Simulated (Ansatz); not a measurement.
# TiSi2 (Fddd) in Ansatz: further runs, part 2 of 2

Ansatz 0.2.0. The steps go on from the part before.

### 4 Projected density of states, revPBE

input.yaml reads:

```yaml
crystal:
  lattice:
    - [0.0, 4.1175163063, 4.2628978354]
    - [2.3895119538, 0.0, 4.2628978354]
    - [2.3895119538, 4.1175163063, 0.0]
  atoms:
    - { symbol: Ti, position: [0.75, 0.75, 0.75] }
    - { symbol: Ti, position: [0.5, 0.5, 0.5] }
    - { symbol: Si, position: [0.41256561, 0.08743439, 0.41256561] }
    - { symbol: Si, position: [0.08743439, 0.41256561, 0.08743439] }
    - { symbol: Si, position: [0.16256561, 0.83743439, 0.16256561] }
    - { symbol: Si, position: [0.83743439, 0.16256561, 0.83743439] }
hamiltonian:
  xc: revpbe
  pseudopotentials: { kind: paw }
kpoints:
  mp_grid: { grid: [7, 7, 7] }
scf:
  occupations: { method: fermi_dirac, width: 0.05 }
  n_extra_bands: 15
output:
  forces: true
  stress: true
  eigenvalues: true
  dos: { projected: true, de: 0.05, nscf_kmesh: { grid: [11, 11, 11] } }
  write_density: true
  write_potential: true
  elf: true
  volumetric_format: npy
```

Potentials or basis: Ansatz PAW.

Started as:

```console
> ansatz run input.yaml --threads 2 --pin off --max-ram 5632MiB --backend cpu --events-out ev --progress --plain --runs-dir out
```

Log:

```text
Warning: RAYON_NUM_THREADS=2 ignored (pool sized by the plan → 2); use --threads N
scf.n_extra_bands = 15 over 20 filled bands (N_el = 40.0): the run solves 35 bands
Engine: ansatz 0.2.0, x86_64-unknown-linux-gnu
Pseudopotentials: kind: paw
Pseudopotential: Ti, paw, valence charge 12, recommended cutoff 420 eV (normal), Ti.paw.azcp
Pseudopotential: Si, paw, valence charge 4, recommended cutoff 420 eV (normal), Si.paw.azcp
Functional definition: revPBE
  parameter kappa = 1.245
  parameter beta = 0.06672455060314922
  exchange = pbe_x(kappa = kappa, mu = beta*pi^2/3)
  correlation = pbe_c(beta = beta)
Crystal: 6 atoms, lattice volume = 83.884 Å³
Basis set: ecut = 420 eV, 1617 PW (Γ), exchange–correlation on 80×72×64 points (8 copies of the dense FFT grid, shifted against one another)
Bands: 35, of which v1, the nominal top of the filled ones, is band 20 counted from 1 (19 counted from 0)
Symmetry: 8 space group operations
Space group: Fddd (ITA 70), of the structure as read, at distance tolerance 4.4e-5 Å
k-points: 64 of 343
Non-local potential: Ti, projectors of the file, l = 0: 3, l = 1: 2, l = 2: 3, l = 3: 1
Non-local potential: Si, projectors of the file, l = 0: 2, l = 1: 2, l = 2: 2
PAW form: soft (Blöchl's): semilocal exchange-correlation on the pseudo side does not see the compensation charge
PAW frozen core: Ti, regenerated for the run's functional, and the local potential with it (the file was generated under x = pbe(κ = 0.804, μ = 0.2195149727645171), c = pbe(β = 0.06672455060314922))
PAW frozen core: Si, regenerated for the run's functional, and the local potential with it (the file was generated under x = pbe(κ = 0.804, μ = 0.2195149727645171), c = pbe(β = 0.06672455060314922))
PAW one-centre angular grid: Ti, 590 points (default); XC on 64 Gauss nodes
PAW one-centre angular grid: Si, 110 points (default); XC on 64 Gauss nodes
Initial density: superposition of atomic densities (neutral atoms: chi_scale 0, normalization atom), corrected by the library's trained network
Initial wavefunctions: pseudopotential atomic-orbital guess
Functional: x = revpbe(κ = 1.245, μ = 0.2195149727645171), c = pbe(β = 0.06672455060314922)
SCF iter   1: F=—  HF=-7560.857331 eV  |F-HF|=—  |Δ(HF+E_count)|=         —  Δρ=4.82e-3  dr2=2.74e-2  ethr=1.77e-3  ⟨swp⟩=5.0  Hψ=10049  notcnv=0  defer=78
preconditioner: auto → Kerker (q_TF=auto, 2.412 Å⁻¹)  [metal: Δε(μ)=0.004 eV  Ē_g=8.422 eV  σ=0.050 eV  W_gap=0.02  n_scr=16 (ndim 8)  ℏωp=19.9 eV  f_vac=0.000  D(μ)=2.40/eV (n_scr^D=16)]
SCF iter   2: F=—  HF=-7560.855099 eV  |F-HF|=—  |Δ(HF+E_count)|=   2.23e-3  Δρ=2.69e-3  dr2=8.66e-3  ethr=6.85e-5  ⟨swp⟩=1.1  Hψ=2757  notcnv=0  defer=314
SCF iter   3: F=—  HF=-7560.853945 eV  |F-HF|=—  |Δ(HF+E_count)|=   1.15e-3  Δρ=2.80e-4  dr2=8.18e-5  ethr=2.16e-5  ⟨swp⟩=2.3  Hψ=2294  notcnv=0  defer=314
SCF iter   4: F=—  HF=-7560.853918 eV  |F-HF|=—  |Δ(HF+E_count)|=   2.70e-5  Δρ=7.13e-5  dr2=4.24e-6  ethr=2.05e-7  ⟨swp⟩=2.1  Hψ=2585  notcnv=0  defer=314
SCF iter   5: F=—  HF=-7560.853918 eV  |F-HF|=—  |Δ(HF+E_count)|=   4.40e-7  Δρ=1.59e-5  dr2=2.32e-7  ethr=1.06e-8  ⟨swp⟩=2.2  Hψ=2288  notcnv=0  defer=314
SCF iter   6: F=-7560.853918 eV  HF=-7560.853918 eV  |F-HF|=1.31e-10  |Δ(HF+E_count)|=   3.14e-8  Δρ=2.06e-6  dr2=2.26e-9  ethr=2.50e-10  ⟨swp⟩=11.5  Hψ=12850  notcnv=0
SCF 1 converged in 6 iterations: F = -7560.853918 eV  dr2 = 2.26e-9
NSCF: frozen V_eff on 216 k-points
SCF converged after 6 iterations
Free energy (F): -7560.853918 eV
Harris-Foulkes:  -7560.853918 eV  (|F-HF|=1.31e-10)
Internal energy: -7560.833795 eV  (E = F + TS)
E sigma→0 (E₀):  -7560.843856 eV
Entropy (-TS):   -0.020123 eV (-3.354 meV/atom)
Fermi energy:    12.715727 eV
--- Per-component energies (eV) ---
  E_band       = -211.491611
  E_kinetic    = 719.909151
  E_local      = -2020.988121  (includes V_loc(G=0)·N_el)
  E_nonlocal   = 113.657692
  E_hartree    = 883.862758
  E_xc         = -424.009044
  E_vxc        = -441.351157  (∫ρ·V_xc dr)
  E_paw        = -4160.603203  (= ΣΔE_a)
  E_vpaw       = -350.445409  (= ΣTr[D̂ρ^β])
  E_aug_tail   = 0.000253  (compensation charges beyond the density's cutoff)
  E_ewald      = -2672.511829
  E_core_change = -0.151451  (= ΣΔE_core)
  E_smearing   = -0.020123  (= −TS)
  E_closure    = -0.000000  (closes the sum)
  Σ components = -7560.853918   (vs F -7560.853918, Δ=0.00e0)
--- Forces (eV/Å), atoms counted from 1 ---
  atom   1  Ti    -0.00000000     0.00000000    -0.00000000
  atom   2  Ti     0.00000000    -0.00000000     0.00000000
  atom   3  Si     0.00000000     0.01123950    -0.00000000
  atom   4  Si     0.00000000    -0.01123950     0.00000000
  atom   5  Si     0.00000000     0.01123950    -0.00000000
  atom   6  Si     0.00000000    -0.01123950     0.00000000
  max |Σ_I F_I| component: 1.39e-17 eV/Å
--- Stress (GPa, compression-positive) ---
        4.277576      -0.000000      -0.000000
       -0.000000       2.550875       0.000000
       -0.000000       0.000000       5.172430
  P = ⅓ Tr σ = 4.0003 GPa (40.003 kbar)
--- Band table (eV; the first three rows and the last of 64) ---
  k-point 0: bands = ["-43.6141", "-43.5857", "-19.9495", "-19.9482", "-19.8589", "-19.8441", "-19.8370", "-19.8223", "0.1020", "6.0159", "6.9836", "7.2902", "7.6558", "8.9365", "8.9963", "10.1928", "10.4351", "10.6290", "10.9183", "11.3476", "11.7861", "14.8069", "15.8631", "16.0942", "16.1535", "16.1829", "16.4199", "16.5021", "16.5433", "16.8487", "16.9921", "17.2632", "17.5424", "19.6739", "19.6814"]
  k-point 1: bands = ["-43.6130", "-43.5868", "-19.9511", "-19.9450", "-19.8654", "-19.8442", "-19.8350", "-19.8223", "0.3163", "5.7335", "6.1339", "7.1916", "8.0237", "8.8810", "9.3888", "9.9495", "10.5592", "10.6484", "11.4274", "11.5302", "11.7710", "14.5974", "15.6823", "15.7538", "15.9432", "16.0849", "16.2789", "16.5631", "16.6972", "17.2658", "17.5801", "17.8100", "18.0575", "19.8009", "20.2049"]
  k-point 2: bands = ["-43.6102", "-43.5894", "-19.9557", "-19.9355", "-19.8813", "-19.8430", "-19.8324", "-19.8218", "0.9316", "4.8029", "5.3061", "7.0706", "7.8294", "8.5814", "9.6421", "10.1478", "10.9563", "11.3781", "11.6314", "11.9729", "12.5611", "14.0707", "15.2578", "15.3333", "15.5606", "15.5906", "16.4982", "16.8313", "17.1314", "17.6594", "18.4434", "18.9409", "19.3097", "19.8783", "20.1758"]
  k-point 63: bands = ["-43.6004", "-43.5991", "-19.9294", "-19.9229", "-19.8897", "-19.8804", "-19.8268", "-19.8229", "2.1538", "2.1881", "6.1616", "7.1714", "8.0920", "9.4411", "9.6429", "10.1424", "11.0352", "11.2388", "11.6884", "11.7308", "13.6210", "13.6929", "14.8283", "15.3814", "15.7584", "15.9001", "16.2549", "16.4071", "16.9285", "17.2249", "17.4927", "17.5849", "19.0198", "19.5849", "20.4381"]
```

Run time: 16 s. Hardware: 2 threads of Intel Xeon Platinum 8259CL at 2.50GHz (Skylake/Cascade Lake), shared host; peak memory 0.67 GiB.

Results:

```
Free energy                          : -7560.8539 eV
Pressure                             : 4.0 GPa
Largest force                        : 0.011 eV/Å
Band gap on the k mesh               : none (metal or under the smearing width)
Density of states at the Fermi level : 2.30 states/eV per cell
```

Forces on the atoms (eV/Å):
```
Ti   0.000  0.000  0.000
Ti   0.000  0.000  0.000
Si   0.000  0.011  0.000
Si   0.000 -0.011  0.000
Si   0.000  0.011  0.000
Si   0.000 -0.011  0.000
```

Levels at points of the mesh, in eV from the Fermi level:
| k point | band 18 | band 19 | band 20 | band 21 | band 22 | band 23 |
| --- | --- | --- | --- | --- | --- | --- |
| (0.00, 0.00, 0.00) | -2.09 | -1.80 | -1.37 | -0.93 | 2.09 | 3.15 |

States per cell in windows of 1 eV (zero at the Fermi level; states under -8 eV left out):
```
from (eV)  total  Ti 3d  Si 3p  Si 3s  Ti 4s  Ti 3s  Ti 3p
     -8.0   1.43   0.17   0.53   0.65   0.05   0.01   0.01
     -7.0   1.29   0.16   0.47   0.58   0.06   0.01   0.01
     -6.0   1.35   0.17   0.63   0.44   0.07   0.02   0.01
     -5.0   1.98   0.27   1.27   0.28   0.10   0.02   0.02
     -4.0   2.27   0.39   1.38   0.32   0.10   0.02   0.02
     -3.0   3.29   0.83   1.98   0.30   0.07   0.01   0.03
     -2.0   4.50   1.96   2.12   0.20   0.05   0.00   0.02
     -1.0   3.52   2.22   1.03   0.10   0.02   0.00   0.01
      0.0   1.99   1.41   0.42   0.05   0.01   0.00   0.00
      1.0   2.64   1.87   0.45   0.15   0.03   0.00   0.00
      2.0   5.25   3.36   1.06   0.49   0.07   0.01   0.00
      3.0   4.90   2.65   0.92   0.67   0.22   0.01   0.00
      4.0   4.85   1.81   1.57   0.50   0.32   0.02   0.00
      5.0   3.33   0.85   1.41   0.25   0.20   0.01   0.00
      6.0   3.77   0.64   1.85   0.20   0.23   0.02   0.00
      7.0   3.20   0.40   1.52   0.11   0.23   0.02   0.00
```

Caveat: the PAW data sets come from PBE, with cores solved anew for the run's functional, which leaves a small shift of forces and pressure; the density of states is complete only up to the lowest level of the last band computed.

### 5 The runs side by side

```csv
level,gap on the mesh (eV),pressure (GPa),largest force (eV/Å)
PBEsol,none,-2.0,0.05
RPBE,none,4.7,0.01
revPBE,none,4.0,0.01
```

Alike in all rows: task projected density of states; potentials or basis Ansatz PAW; no spin polarisation; cell as given; k mesh 7 × 7 × 7; cutoff (eV) 420; smearing fermi-dirac 0.05 eV.

Every run on the cell as given and a fine mesh finds a metal. The pressure there spans -2.0 GPa (PBEsol) to 4.7 GPa (RPBE); a positive pressure means that this level wants a larger cell, a negative one a smaller.

Caveats: the PAW data sets come from PBE, with cores solved anew for the run's functional, which leaves a small shift of forces and pressure; the density of states is complete only up to the lowest level of the last band computed.

Total energies depend on the potentials used, so only differences within one code and one set of settings carry meaning.
